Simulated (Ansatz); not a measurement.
**Si started at a second open point in 4H-SiC, 97 atoms, charge 0**

All numbers come from Ansatz (PAW, plane waves, no spin–orbit coupling) at the single k point (¼, ¼, ¼) without its symmetry partners. The atoms were relaxed with PBEsol in a fixed cell; other functionals are single points on those atoms unless said otherwise. The valence top and gap of the host come from its small cell on a dense mesh, with the band extrema sought between the mesh points, lined up by the mean potential, PBEsol gap 2.12 eV, r²SCAN gap 2.60 eV.

Relaxed structure:

```
Si C
1.0
     9.23420    0.00000    0.00000
     0.00000   10.66274    0.00000
     0.00000    0.00000   10.07595
Si C
49 48
Cartesian
  0.0082 10.6465 5.0345
  3.0667 0.0118 5.0347
  1.5210 2.6317 5.0385
  9.2284 5.3331 5.0380
  6.1796 0.0298 5.0366
  4.5978 2.6225 5.0630
  2.9168 5.1960 5.1625
  1.5237 7.9972 5.0604
  7.7040 2.6423 5.0363
  6.2920 5.2478 5.1598
  4.6609 8.1992 5.1572
  7.7300 8.0289 5.0627
  9.2318 1.7622 2.5128
  3.0662 1.7724 2.5088
  1.5190 4.4257 2.4893
  9.2337 7.1062 2.5039
  6.1598 1.7792 2.5098
  4.6143 4.4209 2.4068
  3.0697 7.1144 2.4104
  1.5397 9.7718 2.5075
  7.7046 4.4283 2.4886
  6.1672 7.1150 2.4076
  4.6197 9.8010 2.4878
  7.7009 9.7797 2.5088
  1.5332 0.8840 7.5481
  9.2276 3.5477 7.5479
  4.6182 0.8764 7.5452
  3.0707 3.5220 7.5548
  1.5178 6.2250 7.5570
  0.0050 8.8933 7.5451
  7.7030 0.8896 7.5459
  6.1512 3.5236 7.5569
  4.6075 6.2205 7.5504
  3.0582 8.8970 7.5581
  7.7090 6.2309 7.5566
  6.1816 8.9025 7.5537
  9.2315 0.0027 10.0648
  3.0674 0.0017 10.0656
  1.5264 2.6621 10.0658
  9.2230 5.3331 10.0659
  6.1560 0.0050 10.0661
  4.6068 2.6491 10.0513
  3.0545 5.3220 10.0325
  1.5233 8.0041 10.0526
  7.6909 2.6623 10.0650
  6.1597 5.3230 10.0298
  4.6111 8.0194 10.0315
  7.6977 8.0077 10.0516
  4.6199 6.2155 3.8981
  0.0038 10.6571 1.8767
  3.0705 0.0031 1.8775
  1.5288 2.6546 1.8778
  9.2298 5.3326 1.8789
  6.1670 0.0083 1.8795
  4.6116 2.6366 1.8623
  3.0359 5.3030 1.8359
  1.5245 8.0017 1.8614
  7.6994 2.6547 1.8781
  6.1967 5.3023 1.8264
  4.6178 8.0497 1.8318
  7.7130 8.0104 1.8648
  0.0056 10.6588 6.9162
  3.0784 10.6598 6.9169
  1.5315 2.6542 6.9197
  9.2315 5.3221 6.9175
  6.1672 0.0045 6.9168
  4.6149 2.6493 6.9289
  3.0665 5.3110 6.9741
  1.5422 7.9904 6.9248
  7.6964 2.6618 6.9168
  6.1606 5.3213 6.9735
  4.6267 8.0128 6.9708
  7.7084 7.9966 6.9284
  9.2313 1.7489 4.4037
  3.0649 1.7739 4.4024
  1.4823 4.3923 4.3868
  0.0051 7.1008 4.4005
  6.1533 1.8015 4.4030
  4.5961 4.4185 4.4257
  3.0977 7.0959 4.4353
  1.5557 9.7517 4.4037
  7.7223 4.4135 4.3898
  6.1755 7.1244 4.4287
  4.6318 9.8461 4.3884
  7.7003 9.7812 4.4028
  1.5308 0.8914 9.4405
  9.2235 3.5592 9.4427
  4.6095 0.8770 9.4371
  3.0665 3.5404 9.4386
  1.5175 6.2277 9.4382
  9.2286 8.8954 9.4323
  7.6927 0.8907 9.4398
  6.1448 3.5401 9.4381
  4.6034 6.2250 9.4379
  3.0574 8.8930 9.4372
  7.6916 6.2320 9.4369
  6.1614 8.8977 9.4365
```

Chemical potentials μ are those of reference phases of the elements at zero temperature by the same functional (the usual solids, diamond for C, grey Sn, and the molecules H2, N2, O2, F2, Cl2, Br2 and S8).

```
functional  E(defect) − E(host) − Σ nμ + q·E_VBM (eV)  monopole (eV)  alignment (eV)  formation energy at E_F = VBM (eV)  moment (μB)             wall time, shared host
    PBEsol                                       9.32           0.00            0.00                                9.32          0.0  19 s on NVIDIA GB300 (relaxation)
```

(1) Estimate the formation energy and moment that r²SCAN gives on these atoms.

r²SCAN one-electron levels near the gap (the ten most localised at most), from the host's valence top:

```csv
level (eV),spin,filling,atoms sharing it,element of the atom with most weight
-0.20,up,1.00,64.7,spread
-0.20,down,1.00,64.7,spread
1.22,up,1.00,12.7,Si
1.22,down,1.00,12.7,Si
2.78,up,1.00,49.1,spread
2.78,down,1.00,50.5,spread
```

The charge sits partly or wholly in a band of the host, at the cell's one k point and not at the band edge, so the formation energy is too high and the charge correction doesn't apply as it stands.

All elements are taken at their own reference at once; growth conditions in equilibrium with the host shift these energies, by up to the host's formation enthalpy.

One k point and a cell of this size can leave errors of several tenths of an eV in such numbers.

Answers

(1) 10.81 eV at E_F = VBM, moment 0.0 μB.
